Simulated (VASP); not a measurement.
# Zn3N2 (Ia-3) in VASP: notebook, part 3 of 4

VASP 6.6.1. The steps go on from the part before.

**4. Relaxation of cell and atoms, LDA**

Input file INCAR:

```
PREC     = Accurate       # precision mode
ENCUT    = 600            # plane-wave cutoff, eV
EDIFF    = 1E-6           # SCF threshold, eV
ISMEAR   = 0              # smearing method
SIGMA    = 0.03           # smearing width, eV
LREAL    = Auto         
LASPH    = T              # aspherical terms in the spheres
NELM     = 80             # most SCF steps
ALGO     = Normal         # electronic algorithm
ISIF     = 3              # what is computed and relaxed
LWAVE    = F              # write WAVECAR
LCHARG   = F              # write CHGCAR
GGA      = CA             # functional
IBRION   = 2              # ionic algorithm
NSW      = 90             # ionic steps
EDIFFG   = -0.01          # ionic threshold
KPAR     = 8
```

Input file KPOINTS:

```
Automatic mesh
0
Gamma
  4 4 4
```

Input file POSCAR:

```
Zn3N2
1.0
   -4.8657039417      4.8657039417      4.8657039417
    4.8657039417     -4.8657039417      4.8657039417
    4.8657039417      4.8657039417     -4.8657039417
Zn N
24 16
Direct
    0.2763928900      0.0240941700      0.0481893800
    0.7477012800      0.2236071100      0.2717964900
    0.0240952100      0.4759058300      0.7522987200
    0.4759047900      0.2282035100      0.4518106200
    0.4518106200      0.4759047900      0.2282035100
    0.0240941700      0.0481893800      0.2763928900
    0.2717964900      0.7477012800      0.2236071100
    0.4759058300      0.7522987200      0.0240952100
    0.7522987200      0.0240952100      0.4759058300
    0.2236071100      0.2717964900      0.7477012800
    0.0481893800      0.2763928900      0.0240941700
    0.2282035100      0.4518106200      0.4759047900
    0.5240941700      0.2477012800      0.9759047900
    0.7282035100      0.2522987200      0.7763928900
    0.9759058300      0.9518106200      0.7236071100
    0.5481893800      0.5240952100      0.7717964900
    0.5240952100      0.7717964900      0.5481893800
    0.9759047900      0.5240941700      0.2477012800
    0.2522987200      0.7763928900      0.7282035100
    0.7236071100      0.9759058300      0.9518106200
    0.2477012800      0.9759047900      0.5240941700
    0.7763928900      0.7282035100      0.2522987200
    0.9518106200      0.7236071100      0.9759058300
    0.7717964900      0.5481893800      0.5240952100
    0.7291215300      0.4791215300      0.2500000000
    0.7500000000      0.7708784700      0.0208784700
    0.0208784700      0.7500000000      0.7708784700
    0.2500000000      0.7291215300      0.4791215300
    0.4791215300      0.2500000000      0.7291215300
    0.7708784700      0.0208784700      0.7500000000
    0.2708784700      0.5208784700      0.7500000000
    0.2500000000      0.2291215300      0.9791215300
    0.9791215300      0.2500000000      0.2291215300
    0.7500000000      0.2708784700      0.5208784700
    0.5208784700      0.7500000000      0.2708784700
    0.2291215300      0.9791215300      0.2500000000
    0.5000000000      0.0000000000      0.0000000000
    0.0000000000      0.0000000000      0.5000000000
    0.0000000000      0.5000000000      0.0000000000
    0.5000000000      0.5000000000      0.5000000000
```

Potentials or basis: VASP PAW LDA potentials, release 64 (Zn, N).

Run with:

```bash
cat potpaw_LDA.64/Zn/POTCAR potpaw_LDA.64/N/POTCAR > POTCAR
mpirun -np 8 vasp_std > vasp.out
```

OUTCAR:

```text
PREC = Accurate
   ENCUT = 600
   EDIFF = 1E-6
   ISMEAR = 0
   LREAL = Auto
   LASPH = T
   NELM = 80
   ISIF = 3
   GGA = CA
   IBRION = 2
   NSW = 90
   EDIFFG = -0.01

 ion  position               nearest neighbor table
   1  0.276  0.024  0.048-  36 1.99  32 2.05  37 2.11  27 2.27  13 2.70  19 2.70  15 2.74  23 2.74
                             4 2.78
   2  0.748  0.224  0.272-  34 1.99  33 2.05  37 2.11  25 2.27  13 2.70  20 2.70  18 2.74  24 2.74
                             9 2.78
   3  0.024  0.476  0.752-  31 1.99  34 2.05  39 2.11  27 2.27  14 2.70  23 2.70  19 2.74  24 2.74
                            10 2.78
   4  0.476  0.228  0.452-  36 1.99  34 2.05  40 2.11  29 2.27  16 2.70  24 2.70  21 2.74  14 2.74
                             1 2.78
   5  0.452  0.476  0.228-  32 1.99  35 2.05  40 2.11  25 2.27  17 2.70  24 2.70  22 2.74  13 2.74
                            11 2.78
   6  0.024  0.048  0.276-  33 1.99  36 2.05  38 2.11  26 2.27  22 2.70  21 2.70  20 2.74  23 2.74
                            12 2.78
   7  0.272  0.748  0.224-  35 1.99  36 2.05  39 2.11  28 2.27  18 2.70  23 2.70  21 2.74  17 2.74
                             8 2.78
   8  0.476  0.752  0.024-  35 1.99  31 2.05  37 2.11  26 2.27  19 2.70  20 2.70  16 2.74  22 2.74
                             7 2.78
   9  0.752  0.024  0.476-  34 1.99  35 2.05  38 2.11  30 2.27  22 2.70  15 2.70  17 2.74  14 2.74
[... 33 lines left out ...]
  27  0.021  0.750  0.771-  24 1.99  15 1.99  23 2.05  19 2.05   1 2.27   3 2.27
  28  0.250  0.729  0.479-  19 1.99  21 1.99  17 2.05  18 2.05   7 2.27  12 2.27
  29  0.479  0.250  0.729-  13 1.99  14 1.99  21 2.05  16 2.05   4 2.27  10 2.27
  30  0.771  0.021  0.750-  17 1.99  20 1.99  15 2.05  14 2.05   9 2.27  11 2.27
[... 8 lines left out ...]
  39  0.000  0.500  0.000-   3 2.11   7 2.11  11 2.11  14 2.11  18 2.11  23 2.11
  40  0.500  0.500  0.500-   4 2.11   5 2.11  12 2.11  16 2.11  17 2.11  24 2.11

  LATTYP: Found a body centered cubic cell.
 ALAT       =     9.7314078834

  Lattice vectors:

 A1 = (  -4.8657039417,   4.8657039417,   4.8657039417)
 A2 = (   4.8657039417,  -4.8657039417,   4.8657039417)
 A3 = (   4.8657039417,   4.8657039417,  -4.8657039417)

Analysis of symmetry for initial positions (statically):
=====================================================================
 Subroutine PRICEL returns:
 Original cell was already a primitive cell.

 Routine SETGRP: Setting up the symmetry group for a
 body centered cubic supercell.

 Subroutine GETGRP returns: Found 24 space group operations
 (whereof  6 operations were pure point group operations)
 out of a pool of 48 trial point group operations.

The static configuration has the point symmetry S_6 .
 The point group associated with its full space group is T_h .

Analysis of symmetry for dynamics (positions and initial velocities):
=====================================================================
 Subroutine PRICEL returns:
 Original cell was already a primitive cell.

 Routine SETGRP: Setting up the symmetry group for a
 body centered cubic supercell.

 Subroutine GETGRP returns: Found 24 space group operations
 (whereof  6 operations were pure point group operations)
 out of a pool of 48 trial point group operations.

The dynamic configuration has the point symmetry S_6 .
 The point group associated with its full space group is T_h .

 Subroutine INISYM returns: Found 24 space group operations
 (whereof  6 operations are pure point group operations),
 and found     1 'primitive' translations

----------------------------------------------------------------------------------------

                                     Primitive cell

  volume of cell :     460.7836

  direct lattice vectors                    reciprocal lattice vectors
    -4.865703942  4.865703942  4.865703942     0.000000000  0.102760054  0.102760054
[... 153 lines left out ...]
   POTIM  = 0.5000    time-step for ionic-motion
   TEBEG  =    0.0;   TEEND  =   0.0 temperature during run
   PSTRESS=    0.0 pullay stress
[... 10 lines left out ...]
  volume/ion in A,a.u.               =      11.52        77.74
  Fermi-wavevector in a.u.,A,eV,Ry     =   1.518886  2.870278 31.388828  2.307014
  Thomas-Fermi vector in A             =   2.627946
   LORBIT       =      0    0 simple, 1 ext, 2 COOP (PROOUT), +10 PAW based schemes
   GGA     = CA    functional components
   LHFCALC =     F    Hartree Fock is set to
   AEXX    =    0.0000 exact exchange contribution
   IVDW    =     0    specifies the selected vdW correction
   LEPSILON=     F    determine dielectric tensor
   LRPA    =     F    only Hartree local field effects (RPA)
 conjugate gradient relaxation of ions
 non-spin polarized calculation
 Gauss-broadening in eV      SIGMA  =   0.03
  energy-cutoff  :      600.00
  volume of cell :      460.78
 maximum number of plane-waves:     15444
 NGX is ok and might be reduce to    70
   NGX = 33   NGY = 33   NGZ = 33

--------------------------------------- Ionic step        1  -------------------------------------------

 number of electron     367.9999969 magnetization

 Free energy of the ion-electron system (eV)
  ---------------------------------------------------
  ext. energy  EPLUGINS =         0.00000000
  ---------------------------------------------------
  free energy    TOTEN  =      -189.78838930 eV

  energy without entropy =     -189.78757308  energy(sigma->0) =     -189.78798119

------------------------ aborting loop because EDIFF is reached ----------------------------------------

  FORCE on cell =-STRESS in cart. coord.  units (eV):
  Direction    XX          YY          ZZ          XY          YZ          ZX
  --------------------------------------------------------------------------------------
  -------------------------------------------------------------------------------------
  Total      -18.9542087    -18.9542087    -18.9542087     -0.0000000     -0.0000000      0.0000000
  in kB      -65.9051280    -65.9051280    -65.9051280     -0.0000000     -0.0000000      0.0000000
  external PRESSURE =     -65.9051280 kB  Pullay stress =       0.0000000 kB
[... 203 lines left out ...]
  FREE ENERGIE OF THE ION-ELECTRON SYSTEM (eV)
  ---------------------------------------------------
  free  energy   TOTEN  =      -190.2022536229 eV

  energy  without entropy=     -190.2015299121  energy(sigma->0) =     -190.20189177

[... ionic steps 4 to 13 ...]

--------------------------------------- Ionic step       14  -------------------------------------------

 number of electron     367.9999945 magnetization

------------------------ aborting loop because EDIFF is reached ----------------------------------------
[... 143 lines left out ...]
--------------------------------------- Ionic step       16  -------------------------------------------

 number of electron     367.9999929 magnetization

 Free energy of the ion-electron system (eV)
  ---------------------------------------------------
  ext. energy  EPLUGINS =         0.00000000
  ---------------------------------------------------
  free energy    TOTEN  =      -190.20788660 eV

  energy without entropy =     -190.20721506  energy(sigma->0) =     -190.20755083

 E-fermi :   3.2384     XC(G=0): -12.3240

 val. band max:        3.2139615999   @ k =   0.0000   0.0000   0.0000
 cond. band min:       3.2449085656   @ k =   0.0000   0.0000   0.0000
 fundamental gap:      0.0309469657
 Fermi energy:         3.2383710962

 k-point     1 :       0.0000    0.0000    0.0000
  band No.  band energies     occupation
      1     -12.4207      2.00000
      2     -11.2213      2.00000
      3     -11.2213      2.00000
      4     -11.1757      2.00000
      5     -11.1757      2.00000
      6     -11.1757      2.00000
[... 1581 lines left out ...]
    195       7.7494      0.00000
    196       7.7494      0.00000
 [bands above 196 left out]

------------------------ aborting loop because EDIFF is reached ----------------------------------------

  FORCE on cell =-STRESS in cart. coord.  units (eV):
  Direction    XX          YY          ZZ          XY          YZ          ZX
  --------------------------------------------------------------------------------------
  -------------------------------------------------------------------------------------
  Total        0.1160785      0.1160785      0.1160785      0.0000000     -0.0000000     -0.0000000
  in kB        0.4212273      0.4212273      0.4212273      0.0000000     -0.0000000     -0.0000000
  external PRESSURE =       0.4212273 kB  Pullay stress =       0.0000000 kB
[... 55 lines left out ...]
  FREE ENERGIE OF THE ION-ELECTRON SYSTEM (eV)
  ---------------------------------------------------
  free  energy   TOTEN  =      -190.2078866049 eV

  energy  without entropy=     -190.2072150626  energy(sigma->0) =     -190.20755083

 reached required accuracy - stopping structural energy minimisation
```

Wall time 31 min (8 MPI ranks of Intel Xeon 6975P-C (Granite Rapids), shared host); peak memory 1 GiB.

What came out:

```yaml
Free_energy: -190.2079 eV
Relaxed_volume: 11.04 Å³/atom
Relaxed_cell: a = 8.308 Å, b = 8.308 Å, c = 8.308 Å, α = 109.47°, β = 109.47°, γ = 109.47°
Space_group_after_relaxing_to_0.05_Å: Ia-3 (No. 206)
Energy_gained_by_relaxing: 10.5 meV/atom
Ionic_steps: 16
Pressure_after_relaxing: 0.0 GPa
Largest_force_after_relaxing: 0.009 eV/Å
Band_gap_on_the_k_mesh: 0.03 eV, direct
```

Forces on the atoms (eV/Å):
```
Zn  -0.003 -0.001 -0.002
Zn   0.002 -0.003  0.001
Zn   0.003 -0.001  0.002
Zn   0.003  0.001 -0.002
Zn  -0.002  0.003  0.001
Zn  -0.001 -0.002 -0.003
Zn   0.001  0.002 -0.003
Zn  -0.001  0.002  0.003
Zn   0.002  0.003 -0.001
Zn  -0.003  0.001  0.002
Zn  -0.002 -0.003 -0.001
Zn   0.001 -0.002  0.003
Zn   0.001 -0.002 -0.003
Zn  -0.001 -0.002  0.003
Zn   0.001  0.002  0.003
Zn   0.002 -0.003 -0.001
Zn  -0.003 -0.001  0.002
Zn  -0.003  0.001 -0.002
Zn  -0.002  0.003 -0.001
Zn   0.003  0.001  0.002
Zn  -0.002 -0.003  0.001
Zn   0.003 -0.001 -0.002
Zn   0.002  0.003  0.001
Zn  -0.001  0.002 -0.003
N    0.000  0.000  0.009
N   -0.009  0.000  0.000
N    0.000 -0.009  0.000
N    0.009  0.000  0.000
N    0.000  0.009  0.000
N    0.000  0.000 -0.009
N    0.000  0.000 -0.009
N    0.009  0.000  0.000
N    0.000  0.009  0.000
N   -0.009  0.000  0.000
N    0.000 -0.009  0.000
N    0.000  0.000  0.009
N    0.000  0.000  0.000
N    0.000  0.000  0.000
N    0.000  0.000  0.000
N    0.000  0.000  0.000
```

Step by step:
```
step  energy change (eV)  largest force (eV/Å)  pressure (GPa)  volume (Å³)
   1              0.0000                0.0915           -6.59       460.78
   2             -0.2452                0.0796            4.76       429.90
   3             -0.4139                0.0475           -0.08       441.53
   4             -0.4138                0.0478            0.08       441.15
   5             -0.4155                0.0259            0.12       441.12
   6             -0.4158                0.0322            0.11       441.10
   7             -0.4171                0.0275           -0.07       441.58
   8             -0.4175                0.0247           -0.17       441.86
   9             -0.4175                0.0197           -0.33       442.42
  10             -0.4177                0.0226           -0.26       442.13
  11             -0.4185                0.0141           -0.19       441.95
  12             -0.4191                0.0198            0.03       441.52
  13             -0.4191                0.0192            0.03       441.55
  14             -0.4193                0.0136            0.03       441.54
  15             -0.4195                0.0121            0.03       441.51
  16             -0.4195                0.0093            0.04       441.52
```

Final structure:
```
Zn N
1.0
    -4.79691    4.79691    4.79691
     4.79691   -4.79691    4.79691
     4.79691    4.79691   -4.79691
Zn N
24 16
Direct
  0.27716 0.02595 0.04843
  0.74878 0.22284 0.27126
  0.02248 0.47405 0.75122
  0.47752 0.22874 0.45157
  0.45157 0.47752 0.22874
  0.02595 0.04843 0.27716
  0.27126 0.74878 0.22284
  0.47405 0.75122 0.02248
  0.75122 0.02248 0.47405
  0.22284 0.27126 0.74878
  0.04843 0.27716 0.02595
  0.22874 0.45157 0.47752
  0.52595 0.24878 0.97752
  0.72874 0.25122 0.77716
  0.97405 0.95157 0.72284
  0.54843 0.52248 0.77126
  0.52248 0.77126 0.54843
  0.97752 0.52595 0.24878
  0.25122 0.77716 0.72874
  0.72284 0.97405 0.95157
  0.24878 0.97752 0.52595
  0.77716 0.72874 0.25122
  0.95157 0.72284 0.97405
  0.77126 0.54843 0.52248
  0.73009 0.48009 0.25000
  0.75000 0.76991 0.01991
  0.01991 0.75000 0.76991
  0.25000 0.73009 0.48009
  0.48009 0.25000 0.73009
  0.76991 0.01991 0.75000
  0.26991 0.51991 0.75000
  0.25000 0.23009 0.98009
  0.98009 0.25000 0.23009
  0.75000 0.26991 0.51991
  0.51991 0.75000 0.26991
  0.23009 0.98009 0.25000
  0.50000 0.00000 0.00000
  0.00000 0.00000 0.50000
  0.00000 0.50000 0.00000
  0.50000 0.50000 0.50000
```

As with any semilocal functional, this LDA gap is likely too small.

[end of part 3 of 4]
